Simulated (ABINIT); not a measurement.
# Completion of the band sum in GW: KBr (Fm-3m)

Aim: few bands, with and without a completion of the sum over empty states, for KBr (Fm-3m).

Main program and level: ABINIT 10.8.3; PBE and many-body steps on it, plane waves.

## (1) The structure

Symmetry: Fm-3m, No. 225, cubic system. The conventional cell has a = 6.600 Å, b = 6.600 Å, c = 6.600 Å, α = 90.00°, β = 90.00°, γ = 90.00°. Nearest to K lie 6 Br at 3.30 Å. Nearest to Br lie 6 K at 3.30 Å. Farther neighbours and most contacts between anions are not listed.

The cell and positions come from the Crystallography Open Database and are kept as given unless a step says otherwise.

## (2) Empty states on the mesh, 4×4×4 mesh, 450 bands

This step: ABINIT 10.8.3; DFT, PBE, plane waves, norm-conserving pseudopotentials.

The sums over transitions need many empty states on a uniform mesh; this step solves for them.

Contents of run.abi:

```
acell 3*1.0 Angstrom
rprim 
  0.000000000000 3.300000000000 3.300000000000
  3.300000000000 0.000000000000 3.300000000000
  3.300000000000 3.300000000000 0.000000000000
ntypat 2
znucl 19 35
natom 2
typat 1 2
xred 
  0.000000000000 0.000000000000 0.000000000000
  0.500000000000 0.500000000000 0.500000000000
pp_dirpath "pseudos"
pseudos "K.upf, Br.upf"
ecut 33
ngkpt 4 4 4
nshiftk 1
shiftk 0 0 0
kptopt 1
chksymbreak 0
irdden 1
istwfk *1
nband 450
prtvol 0
optdriver 6
gwr_task "HDIAGO"
paral_kgb 0
occopt 1
indata_prefix "in"
outdata_prefix "out"
tmpdata_prefix "tmp"
```

Run with:

```sh
$ OMP_NUM_THREADS=1 mpirun -n 4 abinit run.abi > log
```

The log of the run:

```text
.Version 10.8.3 of ABINIT. v10.8.2 released Aug 2026.

 Symmetries : space group Fm -3 m (#225); Bravais cF (face-center cubic)
[... echo of the input left out ...]
== DATASET  1 ==================================================================
-   mpi_nproc: 4, omp_nthreads: 1 (-1 if OMP is not activated)

--- !DatasetInfo
iteration_state: {dtset: 1, }
dimensions: {natom: 2, nkpt: 8, mband: 450, nsppol: 1, nspinor: 1, nspden: 1, mpw: 4477, }
cutoff_energies: {ecut:  33.0, pawecutdg:  -1.0, }
[...]
Direct band gap semiconductor
 Fundamental gap:     4.436 (eV)
   VBM:    -0.010 (eV) at k: [ 0.0000E+00,  0.0000E+00,  0.0000E+00]
   CBM:     4.426 (eV) at k: [ 0.0000E+00,  0.0000E+00,  0.0000E+00]
 Direct gap:         4.436 (eV) at k: [ 0.0000E+00,  0.0000E+00,  0.0000E+00]

== END DATASET(S) ==============================================================
================================================================================

 -outvars: echo values of variables after computation  --------
           etotal      0.0000000000E+00
            nband         450
             nkpt           8
          spgroup         225
 [... the other variables as echoed above ...]

 Calculation completed.
```

It took 2.2 min on 4 MPI ranks of Arm Neoverse V1, shared host; peak memory 4.5 GiB; 8.7 min of CPU time.

Numbers from this step:

```
gap                                                           : 4.436 eV
k of the valence top                                          : 0, 0, 0
k of the conduction bottom                                    : 0, 0, 0
least direct gap                                              : 4.436 eV
k points computed                                             : 8
lowest point of the top converged band, above the valence top : 184.3566 eV
```

On this mesh the gap is 4.436 eV.

The density comes from a self-consistent run that is not shown.

## (3) Screening, 4×4×4 mesh, 442 bands, screening to 266.7 eV

The RPA dielectric matrix is built and inverted for each q.

This step: RPA screening on PBE, plane waves, norm-conserving pseudopotentials.

run.abi: that of step 2 with these lines changed.

```diff
@@ -20,10 +20,11 @@
 chksymbreak 0
-irdden 1
 istwfk *1
-nband 450
-prtvol 0
-optdriver 6
-gwr_task "HDIAGO"
-paral_kgb 0
 occopt 1
+irdwfk 1
+optdriver 3
+nband 442
+ecuteps 9.8
+inclvkb 2
+awtr 1
+symchi 1
 indata_prefix "in"
```

The log of the run:

```text
.Version 10.8.3 of ABINIT. v10.8.2 released Aug 2026.

 Symmetries : space group Fm -3 m (#225); Bravais cF (face-center cubic)
[... echo of the input left out ...]
== DATASET  1 ==================================================================
-   mpi_nproc: 4, omp_nthreads: 1 (-1 if OMP is not activated)

--- !DatasetInfo
iteration_state: {dtset: 1, }
dimensions: {natom: 2, nkpt: 8, mband: 442, nsppol: 1, nspinor: 1, nspden: 1, mpw: 4477, }
cutoff_energies: {ecut:  33.0, pawecutdg:  -1.0, }
electrons: {nelect:   1.60000000E+01, charge:   0.00000000E+00, occopt:   1.00000000E+00, tsmear:   1.00000000E-02, }

 SCREENING: Calculation of the susceptibility and dielectric matrices

 Based on a program developped by R.W. Godby, V. Olevano, G. Onida, and L. Reining.
 Incorporated in ABINIT by V. Olevano, G.-M. Rignanese, and M. Torrent.
.Using double precision arithmetic ; gwpc =  8

[... cell and pseudopotentials left out ...]
--------------------------------------------------------------------------------

 ==== K-mesh for the wavefunctions ====
 Number of points in the irreducible wedge :     8
[... list of points left out ...]
 Together with 48 symmetry operations and time-reversal symmetry
 yields    64 points in the full Brillouin Zone.

 ==== Q-mesh for the screening function ====
 Number of points in the irreducible wedge :     8
[... list of points left out ...]
 Together with 48 symmetry operations and time-reversal symmetry
 yields    64 points in the full Brillouin Zone.

 setmesh: FFT mesh size selected  =    36x   36x   36
          total number of points  =        46656

 vcoul_init : cutoff-mode = AUXILIARY_FUNCTION
 q-points for optical limit:   1
     1)      0.000010    0.000020    0.000030

- screening: taking advantage of time-reversal symmetry
- Maximum band index for partially occupied states nbvw = 8
- Remaining bands to be divided among processors   nbcw = 434
- Number of bands treated by each node ~108

 Number of electrons calculated from density =   16.0000; Expected =   16.0000
 average of density, n =  0.032988
 r_s =    1.9343
 omega_plasma =   17.5199 [eV]

 calculating chi0 at frequencies [eV] :
  1    0.000000E+00    0.000000E+00
  2    0.000000E+00    1.751989E+01

--------------------------------------------------------------------------------
  q-point number  1        q = ( 0.000000, 0.000000, 0.000000) [r.l.u.]
--------------------------------------------------------------------------------
[... chi0 elements left out ...]
 For q-point:  0.000010 0.000020 0.000030
  dielectric constant =   2.3738
  dielectric constant without local fields =   2.8543

  Average fulfillment of the sum rule on Im[epsilon] for q-point    1 :     91.26  [%]
[... wings left out ...]
  q-point number  2        q = ( 0.250000, 0.000000, 0.000000) [r.l.u.]
--------------------------------------------------------------------------------
[... chi0 elements left out ...]
  Average fulfillment of the sum rule on Im[epsilon] for q-point    2 :     93.19  [%]

 [... 6 further q-points ...]
```

Run time: 6.1 min. Hardware: 4 MPI ranks; peak memory 3.5 GiB; 24 min of CPU time.

This step gave:

| Item | Value |
| --- | --- |
| ε∞ with local fields, on this mesh, along the program's q direction | 2.374 |
| the same without local fields | 2.854 |
| plasma frequency | 17.52 eV |
| plane waves in the screening matrix | 725 |

Local fields lower ε∞ by 17 %.

## (4) 442 bands

The self-energy is evaluated for the states that the input lists, and the levels follow from it, in one-shot runs by the linearised quasiparticle equation.

This step: G0W0 on PBE, plane waves, norm-conserving pseudopotentials.

run.abi: that of step 3 with these lines changed.

```diff
@@ -23,8 +23,15 @@
 irdwfk 1
-optdriver 3
+optdriver 4
 nband 442
+gwcalctyp 0
+ecutsigx 33
+symsigma 1
+nkptgw 1
+kptgw 
+  0.0000000000 0.0000000000 0.0000000000
+bdgw 
+  6 12
 ecuteps 9.8
-inclvkb 2
-awtr 1
-symchi 1
+irdscr 1
+ppmodel 1
 indata_prefix "in"
```

The log of the run:

```text
.Version 10.8.3 of ABINIT. v10.8.2 released Aug 2026.

 Symmetries : space group Fm -3 m (#225); Bravais cF (face-center cubic)
[... echo of the input left out ...]
== DATASET  1 ==================================================================
-   mpi_nproc: 4, omp_nthreads: 1 (-1 if OMP is not activated)

--- !DatasetInfo
iteration_state: {dtset: 1, }
dimensions: {natom: 2, nkpt: 8, mband: 442, nsppol: 1, nspinor: 1, nspden: 1, mpw: 4477, }
cutoff_energies: {ecut:  33.0, pawecutdg:  -1.0, }
electrons: {nelect:   1.60000000E+01, charge:   0.00000000E+00, occopt:   1.00000000E+00, tsmear:   1.00000000E-02, }

 SIGMA: Calculation of the GW corrections

 Based on a program developped by R.W. Godby, V. Olevano, G. Onida, and L. Reining.
 Incorporated in ABINIT by V. Olevano, G.-M. Rignanese, and M. Torrent.
.Using double precision arithmetic ; gwpc =  8

[... cell and pseudopotentials left out ...]
--------------------------------------------------------------------------------

 ==== K-mesh for the wavefunctions ====
 Number of points in the irreducible wedge :     8
[... list of points left out ...]
 Together with 48 symmetry operations and time-reversal symmetry
 yields    64 points in the full Brillouin Zone.

 ==== Q-mesh for screening function ====
 Number of points in the irreducible wedge :     8
[... list of points left out ...]
 Together with 48 symmetry operations and time-reversal symmetry
 yields    64 points in the full Brillouin Zone.

 vcoul_init : cutoff-mode = AUXILIARY_FUNCTION
 q-points for optical limit:   1
     1)      0.000010    0.000020    0.000030
 setmesh: FFT mesh size selected  =    45x   45x   45
          total number of points  =        91125

 Number of electrons calculated from density =   16.0000; Expected =   16.0000
 average of density, n =  0.032988
 r_s =    1.9343
 omega_plasma =   17.5199 [eV]

 === KS Band Gaps ===
  >>>> For spin  1
   Minimum direct gap =   4.4359 [eV], located at k-point      :   0.0000  0.0000  0.0000
   Fundamental gap    =   4.4359 [eV], Top of valence bands at :   0.0000  0.0000  0.0000
                                       Bottom of conduction at :   0.0000  0.0000  0.0000
 SIGMA fundamental parameters:
 PLASMON POLE MODEL  1
 number of plane-waves for SigmaX                 4477
 number of plane-waves for SigmaC and W            725
 number of plane-waves for wavefunctions          4477
 number of bands                                   442
 number of independent spin polarizations            1
 number of spinorial components                      1
 number of k-points in IBZ                           8
 number of q-points in IBZ                           8
 number of symmetry operations                      48
 number of k-points in BZ                           64
 number of q-points in BZ                           64
 number of frequencies for dSigma/dE                 9
 frequency step for dSigma/dE [eV]                0.25
 number of omega for Sigma on real axis              0
 max omega for Sigma on real axis  [eV]           0.00
 zcut for avoiding poles [eV]                     0.10

 EPSILON^-1 parameters (SCR file):
 dimension of the eps^-1 matrix on file            725
 dimension of the eps^-1 matrix used               725
 number of plane-waves for wavefunctions          4477
 number of bands                                   442
 number of q-points in IBZ                           8
 number of frequencies                               2
 number of real frequencies                          1
 number of imag frequencies                          1

 matrix elements of self-energy operator (all in [eV])

 Perturbative Calculation

--- !SelfEnergy_ee
iteration_state: {dtset: 1, }
kpoint     : [   0.000,    0.000,    0.000, ]
spin       : 1
KS_gap     :    4.436
QP_gap     :    7.006
Delta_QP_KS:    2.570
data: !SigmaeeData |
     Band     E0 <VxcDFT>   SigX SigC(E0)      Z dSigC/dE  Sig(E)    E-E0       E
        6  -0.010 -12.760 -16.565   1.343   0.813  -0.230 -14.762  -2.002  -2.011
        7  -0.010 -12.760 -16.565   1.343   0.813  -0.230 -14.762  -2.002  -2.011
        8  -0.010 -12.760 -16.565   1.343   0.813  -0.230 -14.762  -2.002  -2.011
        9   4.426  -6.661  -3.089  -2.914   0.864  -0.157  -6.093   0.568   4.994
       10   7.598  -8.409  -3.762  -3.140   0.858  -0.165  -7.116   1.293   8.892
       11   7.598  -8.409  -3.762  -3.140   0.858  -0.165  -7.116   1.293   8.892
       12   7.598  -8.409  -3.762  -3.140   0.858  -0.165  -7.116   1.293   8.892

== END DATASET(S) ==============================================================
================================================================================

 -outvars: echo values of variables after computation  --------
           etotal      0.0000000000E+00
            nband         442
             nkpt           8
          spgroup         225
 [... the other variables as echoed above ...]

 Calculation completed.
```

The job ended after 2.6 min (4 MPI ranks; peak memory 4.2 GiB; 10 min of CPU time).

Numbers from this step:

| Quantity | Value |
| --- | --- |
| G0W0 gap on the points computed | 7.005 eV |
| starting gap on the mesh | 4.436 eV |
| k of the valence top | 0, 0, 0 |
| k of the conduction bottom | 0, 0, 0 |
| Z at the valence top | 0.813 |
| Z at the conduction bottom | 0.864 |
| least direct G0W0 gap on the computed points | 7.005 eV |

The gap on the mesh goes from 4.44 eV to 7.00 eV, a correction of +2.57 eV.

## (5) Screening, 4×4×4 mesh, 46 bands, screening to 266.7 eV

This step: RPA screening on PBE, plane waves, norm-conserving pseudopotentials.

run.abi: that of step 4 with these lines changed.

```diff
@@ -23,15 +23,8 @@
 irdwfk 1
-optdriver 4
-nband 442
-gwcalctyp 0
-ecutsigx 33
-symsigma 1
-nkptgw 1
-kptgw 
-  0.0000000000 0.0000000000 0.0000000000
-bdgw 
-  6 12
+optdriver 3
+nband 46
 ecuteps 9.8
-irdscr 1
-ppmodel 1
+inclvkb 2
+awtr 1
+symchi 1
 indata_prefix "in"
```

The log of the run:

```text
.Version 10.8.3 of ABINIT. v10.8.2 released Aug 2026.

 Symmetries : space group Fm -3 m (#225); Bravais cF (face-center cubic)
[... echo of the input left out ...]
== DATASET  1 ==================================================================
-   mpi_nproc: 4, omp_nthreads: 1 (-1 if OMP is not activated)

--- !DatasetInfo
iteration_state: {dtset: 1, }
dimensions: {natom: 2, nkpt: 8, mband: 46, nsppol: 1, nspinor: 1, nspden: 1, mpw: 4477, }
cutoff_energies: {ecut:  33.0, pawecutdg:  -1.0, }
electrons: {nelect:   1.60000000E+01, charge:   0.00000000E+00, occopt:   1.00000000E+00, tsmear:   1.00000000E-02, }

 SCREENING: Calculation of the susceptibility and dielectric matrices

 Based on a program developped by R.W. Godby, V. Olevano, G. Onida, and L. Reining.
 Incorporated in ABINIT by V. Olevano, G.-M. Rignanese, and M. Torrent.
.Using double precision arithmetic ; gwpc =  8

[... cell and pseudopotentials left out ...]
--------------------------------------------------------------------------------

 ==== K-mesh for the wavefunctions ====
 Number of points in the irreducible wedge :     8
[... list of points left out ...]
 Together with 48 symmetry operations and time-reversal symmetry
 yields    64 points in the full Brillouin Zone.

 ==== Q-mesh for the screening function ====
 Number of points in the irreducible wedge :     8
[... list of points left out ...]
 Together with 48 symmetry operations and time-reversal symmetry
 yields    64 points in the full Brillouin Zone.

 setmesh: FFT mesh size selected  =    36x   36x   36
          total number of points  =        46656

 vcoul_init : cutoff-mode = AUXILIARY_FUNCTION
 q-points for optical limit:   1
     1)      0.000010    0.000020    0.000030

- screening: taking advantage of time-reversal symmetry
- Maximum band index for partially occupied states nbvw = 8
- Remaining bands to be divided among processors   nbcw = 38
- Number of bands treated by each node ~9

 Number of electrons calculated from density =   16.0000; Expected =   16.0000
 average of density, n =  0.032988
 r_s =    1.9343
 omega_plasma =   17.5199 [eV]

 calculating chi0 at frequencies [eV] :
  1    0.000000E+00    0.000000E+00
  2    0.000000E+00    1.751989E+01

--------------------------------------------------------------------------------
  q-point number  1        q = ( 0.000000, 0.000000, 0.000000) [r.l.u.]
--------------------------------------------------------------------------------
[... chi0 elements left out ...]
 For q-point:  0.000010 0.000020 0.000030
  dielectric constant =   2.3675
  dielectric constant without local fields =   2.8496

  Average fulfillment of the sum rule on Im[epsilon] for q-point    1 :     55.39  [%]
[... wings left out ...]
  q-point number  2        q = ( 0.250000, 0.000000, 0.000000) [r.l.u.]
--------------------------------------------------------------------------------
[... chi0 elements left out ...]
  Average fulfillment of the sum rule on Im[epsilon] for q-point    2 :     74.15  [%]

 [... 6 further q-points ...]
```

Wall time 41 s (4 MPI ranks); peak memory 0.93 GiB.

Numbers from this step:

```yaml
eps_infinity_with_local_fields_on_this_mesh_along_the_program_s_q_direction: 2.368
the_same_without_local_fields: 2.850
plasma_frequency: 17.52 eV
plane_waves_in_the_screening_matrix: 725
```

[end of part 1 of 2]

[Paths, hosts, dates, memory and timing lines, banners, echoed tables and standing remarks are left out of the program output.]

[Logs are printed without paths, hosts, clocks, repeated set-up lines and the standing remarks that a program may print on its own settings, such as how far it seeks lower states.]

[Runs of the session that timed out or met a known fault of the program may be left out.]

[Hosts, paths, dates, database ids (printed as entryN), source tags and the programs' standing remarks are cut or masked in the printed files.]

[G0W0 gaps are taken among the corrected bands and points alone; a level outside them can change the order at an edge.]

[Where Ansatz stands beside ABINIT at settings called matched, ABINIT's density can come from a denser mesh and the files from another edition; pairs whose starting gaps differed by over 0.03 eV were left out, so agreement reads better than it is.]
